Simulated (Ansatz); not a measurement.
Ni: single point with PBE

The system is Ni.

```
CELL_PARAMETERS angstrom
-1.38372 1.38372 1.38372
1.38372 -1.38372 1.38372
1.38372 1.38372 -1.38372
ATOMIC_POSITIONS crystal
Ni 0.00000 0.00000 0.00000
```

This isn't the form of Ni at room conditions, which is fcc.

```json
{"Program": "Ansatz 0.2.0", "Task": "single point", "Functional": "PBE", "Potentials or basis": "Ansatz PAW", "Cutoff": "420 eV (not typed: the program's choice for these potentials)", "k mesh": "13 × 13 × 13", "Occupations": "gaussian, width 0.022 eV", "Spin": "collinear spin, ferromagnetic start", "Starting moments": "[1.0] μB"}
```

- Pressure: 7.7 GPa
- Band gap on the k mesh: none (metal or under the smearing width)
- Net moment: 0.59 μB per cell
- Absolute moment: 0.66 μB per cell
- Site moments: Ni +0.62 μB

Levels at points of the mesh, in eV from the Fermi level:
Spin up:
```csv
k point,band 6,band 7,band 8,band 9,band 10,band 11,band 12,band 13
"(0.00, 0.00, 0.00)",-2.39,-2.39,-2.39,-0.91,-0.91,26.50,26.50,26.50
```
Spin down:
```csv
k point,band 5,band 6,band 7,band 8,band 9,band 10,band 11,band 12,band 13,band 14
"(0.00, 0.00, 0.00)",-9.17,-1.67,-1.67,-1.67,-0.39,-0.39,26.41,26.41,26.41,31.34
```

Wall time 1.5 s on 2 threads of Arm Neoverse V2, with other jobs on the host, peak memory 0.28 GiB.
